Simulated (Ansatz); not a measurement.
(100) slab cut from the bulk of SrVO3, 15 Å of vacuum:

```xyz
13
Lattice="3.8103 0.0000 0.0000 0.0000 3.8103 0.0000 0.0000 0.0000 22.6206" Properties=species:S:1:pos:R:3 pbc="T T T"
V     0.0000    0.0000    7.5000
O     1.9052    0.0000    7.5000
O     0.0000    1.9052    7.5000
Sr    1.9052    1.9052    9.4052
O     0.0000    0.0000    9.4052
V     0.0000    0.0000   11.3103
O     1.9052    0.0000   11.3103
O     0.0000    1.9052   11.3103
Sr    1.9052    1.9052   13.2155
O     0.0000    0.0000   13.2155
V     0.0000    0.0000   15.1206
O     1.9052    0.0000   15.1206
O     0.0000    1.9052   15.1206
```

Method: DFT PBEsol, scalar-relativistic, plane waves, PAW in Ansatz 0.2.0. Cutoff 420 eV; k points 9×9×1 on the computed 13-atom cell (Γ-centred); Gaussian smearing, width 0.10 eV; collinear spin from starting moments 0.22 0 0 0 0 0.22 0 0 0 0 0.22 0 0 μB. A dipole correction removes the field between periodic images along c.

This base run converges in 13 iterations with a largest force of 2.573 eV/Å and a work function of 3.89 eV on the top face.

One setting at a time is then changed, some of them on purpose to poor values; changes count from the base run, energies are extrapolated to zero smearing, atoms stay where they are, a change of functional drops any dispersion correction, and risky runs are capped at 50 to 100 iterations. The slab isn't stoichiometric (Sr2V3O8). The base run carries 1.16 μB a cell. Where the moment changes much, the run ended in another magnetic state, and its other changes belong to that and not to the setting alone.

Q: What does each change do? k mesh 1×1×1; no dipole correction, vacuum of 8 Å; vacuum of 7 Å; cutoff 120 eV; mixing β = 0.02; functional PBE; cutoff 200 eV; occupations gaussian 0.01 eV.

A:
```csv
change,outcome,SCF iterations,ΔE (meV/atom),Δφ top (eV),largest force (eV/Å),largest change of a force (eV/Å),moment (μB a cell)
k mesh 1×1×1,converged with warnings,31,+2127.4,+1.82,5.403,2.830,7.11
"no dipole correction, vacuum of 8 Å",converged,12,0.0,,2.574,0.001,1.16
vacuum of 7 Å,converged with warnings,14,+0.1,-0.02,2.576,0.003,1.16
cutoff 120 eV,converged with warnings,67,+39483.0,+3.28,5.426,2.853,0.00
mixing β = 0.02,converged,14,0.0,0.00,2.573,0.000,1.16
functional PBE,converged,13,,-0.04,2.123,0.450,1.19
cutoff 200 eV,converged with warnings,13,+5514.7,+0.38,1.469,1.104,1.13
occupations gaussian 0.01 eV,converged with warnings,22,-0.1,+0.01,2.588,0.014,1.22
```

Moments started parallel, and an antiferromagnetic order may lie lower. The smearing is narrow for a metal on this mesh. In some of the runs (vacuum 7, cutoff 120, cutoff 200) charge leaks into the vacuum, so their work functions can be off. Semilocal functionals without U can misjudge the magnetic state of such a slab.